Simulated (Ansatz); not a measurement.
# PbS: the cost of one run

Computed with Ansatz 0.2.0 (DFT PBEsol, scalar-relativistic, plane waves, PAW, unless a step's input says otherwise).

### Step 1. Starting point

The structure is hexagonal, space group P-6m2 (No. 187). Conventional cell: a = 4.090 Å, b = 4.090 Å, c = 3.788 Å, α = 90.00°, β = 90.00°, γ = 120.00°. Around Pb (site symmetry -6m2) lie 6 S at 3.03 Å. S (site symmetry -6m2) has 6 Pb at 3.03 Å as nearest neighbours.

As a file:

```
CELL_PARAMETERS angstrom
4.08970 0.00000 0.00000
-2.04485 3.54178 0.00000
0.00000 0.00000 3.78817
ATOMIC_POSITIONS crystal
Pb 0.00000 0.00000 0.00000
S 0.66667 0.33333 0.50000
```

The structure comes from the Materials Project (structure only).

### Step 2. A distortion that keeps the symmetry

What differs from the listed cell: strain xx, yy, zz, yz, xz, xy = +4.0, +4.0, -5.0, +0.0, +0.0, +0.0 %.

The input, input.yaml:

```yaml
crystal:
  lattice:
    - [4.2541444307, 0.0, 0.0]
    - [-2.1270722153, 3.6841971484, 0.0]
    - [0.0, 0.0, 3.5995541651]
  atoms:
    - { symbol: Pb, position: [0.0, 0.0, 0.0] }
    - { symbol: S, position: [0.66666667, 0.33333333, 0.5] }
basis:
  ecutwfc: 420
kpoints:
  mp_grid: { grid: [12, 12, 12] }
hamiltonian:
  xc: pbesol
scf:
  occupations: { method: gaussian, width: 0.1 }
output:
  forces: true
  stress: true
  eigenvalues: true
```

Launch:

```bash
> ansatz run input.yaml --threads 1 --pin off --max-ram 1331MiB --backend cpu --events-out ev --progress --plain --runs-dir out
```

What time and memory should one allow on 1 thread of an x86-64 CPU, shared host?

About 18 s, with a peak of 0.43 GiB.
